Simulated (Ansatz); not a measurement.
Crystal: La2O3.

```
CELL_PARAMETERS angstrom
6.37027 0.00000 0.00000
-3.18514 5.51682 0.00000
0.00000 0.00000 3.28989
ATOMIC_POSITIONS crystal
La 0.66667 0.33333 0.49810
La 0.33333 0.66667 0.50190
O 0.50461 0.00000 0.00000
O 0.00000 0.50461 0.00000
O 0.49539 0.49539 0.00000
```

The cell comes from a database or a generator and needn't be the stable form of this composition.

Base run:

- Program: Ansatz 0.2.0
- Functional: HSE06
- Potentials or basis: Ansatz PAW
- Cutoff: 420 eV
- Density cutoff: 1680 eV
- k mesh: 4 × 4 × 6
- Occupations: fermi-dirac, width 0.05 eV
- Spin: no spin polarisation

Its results: band gap on the k mesh 2.86 eV, indirect (least direct gap 3.29 eV); largest force 0.044 eV/Å.

Problem. After a change of settings the same cell gave: band gap on the k mesh 3.60 eV, indirect (least direct gap 4.04 eV); largest force 0.044 eV/Å. Which change was it?
A. functional from HSE06 to PBEsol; k mesh from 4 × 4 × 6 to 5 × 5 × 8
B. functional from HSE06 to PBE0
C. functional from HSE06 to LDA; k mesh from 4 × 4 × 6 to 5 × 5 × 8
D. functional from HSE06 to r2SCAN; cutoff from 420 eV to 500 eV; density cutoff from 1680 eV to 2000 eV; k mesh from 4 × 4 × 6 to 5 × 5 × 8

Solution. B.

Caveats: the magnetic or orbital state may not be the lowest; spin-orbit coupling is left out, which moves the levels of the heavy elements; the PAW data sets come from PBE, with cores solved anew for the run's functional, which leaves a small shift of forces and pressure.

Not every run made on this cell is shown here.
